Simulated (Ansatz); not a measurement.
All numbers below come from Ansatz 0.2.0, DFT PBE, scalar-relativistic, plane waves, PAW. All cells share a 420 eV cutoff and Γ-centred k meshes spaced at most about 0.3 Å⁻¹ (about 0.25 or finer for metals, 2π included). No spin polarisation.

Temperature and zero-point effects are left out.

Two forms of SiNi₂ were relaxed alike.

A.

```
CELL_PARAMETERS angstrom
3.91193 0.00000 0.00000
-1.95596 3.38783 0.00000
0.00000 0.00000 4.99145
ATOMIC_POSITIONS crystal
Si 0.33333 0.66667 0.75000
Si 0.66667 0.33333 0.25000
Ni 0.00000 0.00000 0.00000
Ni 0.00000 0.00000 0.50000
Ni 0.33333 0.66667 0.25000
Ni 0.66667 0.33333 0.75000
```

B.

```
CELL_PARAMETERS angstrom
2.57729 0.00000 0.00000
0.00000 2.57729 0.00000
0.00000 0.00000 5.46794
ATOMIC_POSITIONS crystal
Si 0.00000 0.00000 0.38093
Ni 0.00000 0.00000 0.97841
Ni 0.50000 0.50000 0.65361
```

Question: Which form is favoured at zero pressure, and by what margin per atom?

Answer: A is lower, by 0.38 eV/atom. A has the Ni2In type, space group P6_3/mmc (No. 194), 11.0 Å³/atom and no gap on its mesh; B has space group P4mm (No. 99), 12.1 Å³/atom and no gap. Counting Si atoms around Ni (those within 1.25 times the shortest such distance or 1.15 times the sum of covalent radii, 1.27 where that leaves under three; a plus sign parts nearer from farther groups; a slash parts the counts of unlike sites), A has Ni 3+2/6 and B has Ni 1/4. The denser one is the lower, and pressure would at first widen the difference. In A, Si is surrounded by 3 Ni at 2.26 Å and 8 Ni at 2.50–2.58 Å; Ni on a site of symmetry -3m is surrounded by 8 Ni at 2.50–2.58 Å and 6 Si at 2.58 Å; around Ni on a site of symmetry -6m2 lie 3 Si at 2.26 Å, 2 Si at 2.50 Å and 6 Ni at 2.58 Å. In B, Si is surrounded by 1 Ni at 2.20 Å, 4 Ni at 2.35 Å and 4 Si at 2.58 Å; Ni on its first site has 1 Si at 2.20 Å and 8 Ni at 2.54–2.58 Å; Ni on its second site has 4 Si at 2.35 Å and 8 Ni at 2.54–2.58 Å. Origin: A, reached from a cell as deposited in COD; B, invented. Shaken at random and relaxed again, A came back. The lowest form computed isn't among them: it has space group Pnma (No. 62), 11.0 Å³/atom, is reached from a cell as deposited in COD and lies 49 meV/atom below the best shown. Checks on A: no imaginary mode at Γ (other wave vectors untested).

A magnetic state wasn't ruled out in cells without spin, among them P6_3/mmc. Cells without such a test can be saddle points. Some candidate types were left out of the draw beforehand, so a known form may be missing.
